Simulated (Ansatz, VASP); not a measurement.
# In2GaAs3 in two plane-wave programs

Wanted: the spread between two codes on one cell, functional and k mesh. The cell is taken from a series of runs on this material, whose earlier steps may have relaxed, scaled, displaced or heated it; both programs get it as it stands.

Calculated with Ansatz 0.2.0; plane waves, with VASP 6.6.1 beside it; single point at HSE06.

## 1. The starting structure

The cell holds 12 atoms: 4 In, 6 As and 2 Ga. Its edges and angles: a = 4.202 Å, b = 4.203 Å, c = 17.877 Å, α = 90.0°, β = 90.0°, γ = 90.0°. It derives from InAs. The structure's axis is c.

## 2. VASP: single point, HSE06

A single point gives forces, pressure and levels at one fixed geometry, so differences don't come from the geometry; what else differs is listed under the comparison.

Lines of VASP's logs that name or quote its potential files are left out, and so is its time.

The run reads the wave functions of an earlier VASP run, which isn't shown here.

Contents of INCAR:

```
SYSTEM = In2GaAs3
PREC = Accurate
ENCUT = 400
EDIFF = 1E-06
NELM = 100
ISMEAR = -1
SIGMA = 0.03
LREAL = .FALSE.
ALGO = Normal
LHFCALC = .TRUE.
AEXX = 0.25
GGA = PE
HFSCREEN = 0.208
LASPH = .TRUE.
NBANDS = 66
PRECFOCK = Fast
LORBIT = 11
LWAVE = .FALSE.
LCHARG = .FALSE.
KPAR = 4
NCORE = 4
ISIF = 2
```

Contents of POSCAR:

```
In2GaAs3
1.0
    4.2022459597      0.0000000000      0.0000000000
    0.0000000000      4.2026457849      0.0000000000
    0.0000000000      0.0000000000     17.8772331960
In As Ga
4 6 2
Direct
    0.0000000000      0.0000000000      0.0405601632
    0.5000000000      0.5000000000      0.2150350683
    0.0000000000      0.0000000000      0.3896129204
    0.5000000000      0.5000000000      0.5640863130
    0.5000000000      0.0000000000      0.1277665925
    0.0000000000      0.5000000000      0.3023294657
    0.5000000000      0.0000000000      0.4768925466
    0.0000000000      0.5000000000      0.6519363093
    0.5000000000      0.0000000000      0.8023209600
    0.0000000000      0.5000000000      0.9527137659
    0.0000000000      0.0000000000      0.7268146809
    0.5000000000      0.5000000000      0.8778220836
```

Contents of KPOINTS:

```
Automatic mesh
0
Gamma
4 4 2
0 0 0
```

PAW data sets: In_d, As and Ga_d (PBE family, release 64).

Command:

```bash
mpirun -np 16 vasp_std
```

Numbers of over 12 decimals in the logs are rounded to 6 here.

Output:

```text
[banner, memory and clock lines left out]
running   16 mpi-ranks, on    1 nodes
 distrk:  each k-point on    4 cores,    4 groups
 distr:  one band on    4 cores,    1 groups

 POSCAR found type information on POSCAR InAsGa
 POSCAR found :  3 types and      12 ions
 LDA part: xc-table for (Slater+PW92), standard interpolation
 found WAVECAR, reading the header
 POSCAR, INCAR and KPOINTS ok, starting setup
 FFT: planning ... GRIDC
 FFT: planning ... GRID_SOFT
 FFT: planning ... GRID
 reading WAVECAR
 the WAVECAR file was read successfully
 initial charge from wavefunction
 entering main loop
       N       E                     dE             d eps       ncg     rms          rms(c)
DAV:   1    -0.561237998740E+02   -0.56124E+02   -0.40495E+00  3574   0.160E+01    0.822E+00
DAV:   2    -0.561757861810E+02   -0.51986E-01   -0.42357E-01  2796   0.378E+00    0.663E+00
DAV:   3    -0.561703176492E+02    0.54685E-02   -0.42710E-02  3432   0.127E+00    0.531E+00
DAV:   4    -0.561672892711E+02    0.30284E-02   -0.36270E-03  3100   0.378E-01    0.334E+00
DAV:   5    -0.561663726694E+02    0.91660E-03   -0.94236E-04  3000   0.148E-01    0.206E+00
DAV:   6    -0.561661180588E+02    0.25461E-03   -0.22820E-04  2966   0.770E-02    0.126E+00
DAV:   7    -0.561660325291E+02    0.85530E-04   -0.46310E-05  2950   0.383E-02    0.764E-01
DAV:   8    -0.561660046897E+02    0.27839E-04   -0.13670E-05  2690   0.188E-02    0.459E-01
DAV:   9    -0.561659976193E+02    0.70704E-05   -0.53208E-06  2370   0.105E-02    0.277E-01
DAV:  10    -0.561659966225E+02    0.99680E-06   -0.19392E-06  2074   0.662E-03
   1 F= -.56165997E+02 E0= -.56165995E+02  d E =-.285835E-05
```

OUTCAR, selected parts (step 2):

```text
ion  position               nearest neighbor table
   1  0.000  0.000  0.041-   5 2.62   5 2.62  10 2.62  10 2.62
   2  0.500  0.500  0.215-   5 2.62   5 2.62   6 2.62   6 2.62
   3  0.000  0.000  0.390-   7 2.62   7 2.62   6 2.62   6 2.62
   4  0.500  0.500  0.564-   7 2.62   7 2.62   8 2.62   8 2.62
   5  0.500  0.000  0.128-   1 2.62   1 2.62   2 2.62   2 2.62
   6  0.000  0.500  0.302-   2 2.62   2 2.62   3 2.62   3 2.62
   7  0.500  0.000  0.477-   4 2.62   4 2.62   3 2.62   3 2.62
   8  0.000  0.500  0.652-  11 2.49  11 2.49   4 2.62   4 2.62
   9  0.500  0.000  0.802-  11 2.50  11 2.50  12 2.50  12 2.50
  10  0.000  0.500  0.953-  12 2.49  12 2.49   1 2.62   1 2.62
  11  0.000  0.000  0.727-   8 2.49   8 2.49   9 2.50   9 2.50
  12  0.500  0.500  0.878-  10 2.49  10 2.49   9 2.50   9 2.50

  LATTYP: Found a simple orthorhombic cell.
 ALAT       =     4.2022459597
 B/A-ratio  =     1.0000951456
 C/A-ratio  =     4.2542091461

 Subroutine GETGRP returns: Found  4 space group operations
 (whereof  4 operations were pure point group operations)

The static configuration has the point symmetry C_2v.

 Found     18 irreducible k-points:

   k-points           NKPTS =     18   k-points in BZ     NKDIM =     32   number of bands    NBANDS=     66

   dimension x,y,z NGX =    28 NGY =   28 NGZ =  120
   dimension x,y,z NGXF=    56 NGYF=   56 NGZF=  240

   ENCUT  =  400.0 eV  29.40 Ry    5.42 a.u.   6.85  6.85 29.15*2*pi/ulx,y,z

   NELECT =     108.0000    total number of electrons

 k-points in reciprocal lattice and weights: Automatic mesh
   0.00000000  0.00000000  0.00000000       0.031
   0.25000000  0.00000000  0.00000000       0.062
   0.50000000  0.00000000  0.00000000       0.031
   0.00000000  0.25000000  0.00000000       0.062
   0.25000000  0.25000000  0.00000000       0.125
   0.50000000  0.25000000  0.00000000       0.062
   0.00000000  0.50000000  0.00000000       0.031
   0.25000000  0.50000000  0.00000000       0.062
   0.50000000  0.50000000  0.00000000       0.031
[...]
0.25000000  0.50000000  0.50000000       0.062
   0.50000000  0.50000000  0.50000000       0.031

  exchange ACFDT corr.  =         0.00000000  see jH, gK, PRB 81, 115126

 average (electrostatic) potential at core
       1 -90.6707       2 -90.6818       3 -90.6817       4 -90.6706       5 -46.1266
       6 -46.1231       7 -46.1265       8 -46.2358       9 -46.3451      10 -46.2359
      11 -59.1890      12 -59.1890

 E-fermi :   4.1508

 k-point     1 :       0.0000    0.0000    0.0000
  band No.  band energies     occupation
    ...
     50       3.0078      2.00000
     51       3.0086      2.00000
     52       3.7776      1.99999
     53       3.8404      1.99994
     54       3.8411      1.99993
     55       4.4382      0.00014
     56       5.7173      0.00000
     57       5.7351      0.00000
     58       6.2816      0.00000
     59       6.5702      0.00000
    ...

 k-point     2 :       0.2500    0.0000    0.0000
  band No.  band energies     occupation
    ...
     50       2.8366      2.00000
     51       3.0218      2.00000
     52       3.0728      2.00000
     53       3.1129      2.00000
     54       3.5946      2.00000
     55       5.7593      0.00000
     56       5.8701      0.00000
     57       6.3514      0.00000
     58       6.4121      0.00000
     59       6.9602      0.00000
    ...

 k-point     3 :       0.5000    0.0000    0.0000
  band No.  band energies     occupation
    ...
     50       2.2669      2.00000
     51       2.8550      2.00000
     52       2.8997      2.00000
     53       2.9154      2.00000
     54       2.9199      2.00000
     55       5.7513      0.00000
     56       5.7568      0.00000
     57       6.0937      0.00000
     58       6.1184      0.00000
     59       7.2297      0.00000
    ...

  Total        1.2465191      1.2288648      0.1217171      0.0000000      0.0000000      0.0000000
  in kB        6.3256472      6.2360577      0.6176715      0.0000000      0.0000000      0.0000000
  external PRESSURE =       4.3931255 kB  Pullay stress =       0.0000000 kB

  energy-cutoff  :      400.00
  volume of cell :      315.72
      direct lattice vectors                 reciprocal lattice vectors
     4.202245960  0.000000000  0.000000000     0.237967984  0.000000000  0.000000000
     0.000000000  4.202645785  0.000000000     0.000000000  0.237945345  0.000000000
     0.000000000  0.000000000 17.877233196     0.000000000  0.000000000  0.055937068

 POSITION                                       TOTAL-FORCE (eV/Angst)
 -----------------------------------------------------------------------------------
      0.00000      0.00000      0.72510         0.000000      0.000000      0.002341
      2.10112      2.10132      3.84423         0.000000      0.000000      0.001866
      0.00000      0.00000      6.96520         0.000000      0.000000     -0.001539
      2.10112      2.10132     10.08430         0.000000      0.000000     -0.002250
      2.10112      0.00000      2.28411         0.000000      0.000000     -0.002615
      0.00000      2.10132      5.40481         0.000000      0.000000     -0.000144
      2.10112      0.00000      8.52552         0.000000      0.000000      0.002104
      0.00000      2.10132     11.65482         0.000000      0.000000     -0.021298
      2.10112      0.00000     14.34328         0.000000      0.000000      0.000217
      0.00000      2.10132     17.03189         0.000000      0.000000      0.021336
      0.00000      0.00000     12.99344         0.000000      0.000000     -0.003211
      2.10112      2.10132     15.69303         0.000000      0.000000      0.003192
 -----------------------------------------------------------------------------------
    total drift:                                0.000024      0.000026      0.000660

  FREE ENERGIE OF THE ION-ELECTRON SYSTEM (eV)
  ---------------------------------------------------
  free  energy   TOTEN  =       -56.1659966225 eV

  energy  without entropy=      -56.1659937642  energy(sigma->0) =      -56.16599519

 total charge
# of ion       s       p       d       tot
------------------------------------------
    1        0.856   0.756   9.904  11.516
    2        0.855   0.752   9.905  11.512
    3        0.855   0.752   9.905  11.512
    4        0.856   0.756   9.904  11.516
    5        1.224   1.627   0.022   2.873
    6        1.224   1.627   0.022   2.873
    7        1.224   1.627   0.022   2.873
    8        1.223   1.616   0.025   2.864
    9        1.223   1.603   0.028   2.855
   10        1.223   1.616   0.025   2.864
   11        0.836   0.738  10.002  11.576
   12        0.836   0.738  10.002  11.576
--------------------------------------------------
tot         12.435  14.209  59.766  86.410

[... 3 further parts left out ...]
```

The run ends at a pressure of 0.44 GPa, with forces up to 0.021 eV/Å.

[end of part 1 of 2]

[Lines on the potential files, build, host, timing and source positions are cut from VASP's logs without a mark.]

[Logs are printed without paths, hosts, clocks, repeated set-up lines and the standing remarks that a program may print on its own settings, such as how far it seeks lower states.]

[Hosts, paths, dates, database ids (printed as entryN), source tags and the programs' standing remarks are cut or masked in the printed files.]
